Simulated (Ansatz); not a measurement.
Runs of Ansatz 0.2.0 on HfC. The structure is cubic, space group Fm-3m (No. 225). Conventional cell: a = 4.650 Å, b = 4.650 Å, c = 4.650 Å, α = 90.00°, β = 90.00°, γ = 90.00°. Hf (site symmetry m-3m) is surrounded by 6 C at 2.33 Å. Around C (site symmetry m-3m) lie 6 Hf at 2.33 Å. 

```csv
task,level,potentials or basis,spin,U,fixed moment (μB),cell,cutoff (eV),smearing,start of the occupations,double counting,hubbard projectors,basis error allowed,gap on the mesh (eV),pressure (GPa),moment (μB)
single point,RPBE+D3(BJ)+ATM+U,"all-electron LAPW, inner shells corrected to Dirac's equation","collinear, random start",Hf d U = 6.2 eV,-,as given,302,cold 0.025 eV,low_spin,fll,atomic,0.001 eV/atom,0.35,-31.5,0.00
single point,Slater exchange only,"all-electron LAPW, scalar-relativistic","collinear, ferromagnetic start",-,1.0,"atoms moved at random, drawn with an rms of 0.15 Å",335,fermi-dirac 0.1 eV,-,-,-,0.001 eV/atom,-,4.7,-
relaxation of cell and atoms,LDA,"all-electron LAPW, non-relativistic","collinear, random start",-,-,relaxed from: volume scaled by 0.88,-,gaussian 0.025 eV,-,-,-,0.001 eV/atom,-,0.0,0.00
electron localisation function,PBE,all-electron PAW datasets made for the crystal,off,-,-,volume scaled by 1.04,400,fermi-dirac 0.15 eV,-,-,-,-,(a),-8.2,-
```

Alike in all rows: k mesh 10 × 10 × 10.

Fill in the values left out.

(a) none.

Caveats: the starting moments weren't kept (some runs); a pressure of tens of GPa on the cell as given is suspect, and the run, the potentials or the cell itself is likely at fault (some runs); U is the effective U less J, on atomic orbitals that reach past the spheres (some runs); spin-orbit coupling is left out, which moves the levels of the heavy elements (some runs); the U is typed as a test and isn't derived for this compound (some runs); the total moment is fixed, so each spin has its own Fermi level (some runs); relativity is left out, which matters for the heavier elements (some runs).

A k mesh can miss the band edges, and the runs leave out spin-orbit coupling on Hf.

The runs don't all hold the same shells in valence.
